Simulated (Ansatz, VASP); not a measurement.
**Two plane-wave programs on Y**

The input INCAR:

```
ALGO = Normal
EDIFF = 1E-6
EDIFFG = -0.01
ENCUT = 600
GGA = RP
IBRION = 2
ISIF = 3
ISMEAR = -1
LASPH = True
LCHARG = False
LREAL = False
LWAVE = False
NELM = 80
NSW = 80
PREC = Accurate
SIGMA = 0.1
```

File KPOINTS:

```
k-points
0
Gamma
  10 10 10
```

The input POSCAR:

```
Y
1.0
    3.2912715962      0.0000000000      0.0000000000
    0.0000000000      3.2912715962      0.0000000000
    0.0000000000      0.0000000000      3.2912715962
Y
1
Direct
    0.0000000000      0.0000000000      0.0000000000
```

Input for Ansatz:

```yaml
crystal:
  lattice:
    - [3.2912715962, 0.0, 0.0]
    - [0.0, 3.2912715962, 0.0]
    - [0.0, 0.0, 3.2912715962]
  atoms:
    - { symbol: "Y", position: [0.0, 0.0, 0.0] }
hamiltonian:
  xc: rpbe
  pseudopotentials:
    kind: paw
    azcp:
      "Y": "pseudopotentials/Y.paw.azcp"
basis:
  ecutwfc: 420
  fft_grid_basis: typed
kpoints:
  mp_grid: { grid: [10, 10, 10], shift: [0, 0, 0] }
magnetization:
  spin_polarized: false
scf:
  occupations: { method: fermi_dirac, width: 0.1 }
relax:
  max_steps: 60
  f_tol: 0.01
  cell: {}
output:
  write_density: true
  write_potential: true
  elf: true
  volumetric_format: npy
```

The cell was built by a generator and needn't be a form met in nature.

Alike in both runs: task relaxation of cell and atoms; functional RPBE; k mesh 10 × 10 × 10; occupations fermi-dirac, width 0.1 eV; no spin polarisation.

|  | VASP | Ansatz |
| --- | --- | --- |
| version | VASP 6.6.1 | Ansatz 0.2.0 |
| potentials or method | VASP PAW PBE potentials, release 64 (Y_sv) | plane waves (420 eV) with PAW, scalar-relativistic |
| plane-wave cutoff (eV) | 600 | 420 |
| valence electrons in the cell | 11 | 11 |

|  | VASP | Ansatz | Ansatz less VASP |
| --- | --- | --- | --- |
| relaxed volume (Å³/atom) | 36.72 | 36.74 | +0.024 |
| relaxed cell length with the largest relative difference (Å) | 3.324 | 3.324 | +0.0007 |
| energy change over the relaxation (meV/atom) | -2 | -3 | -0.2 |

Caveats: the PAW data sets were made with another functional, which shifts forces and pressure a little (VASP).
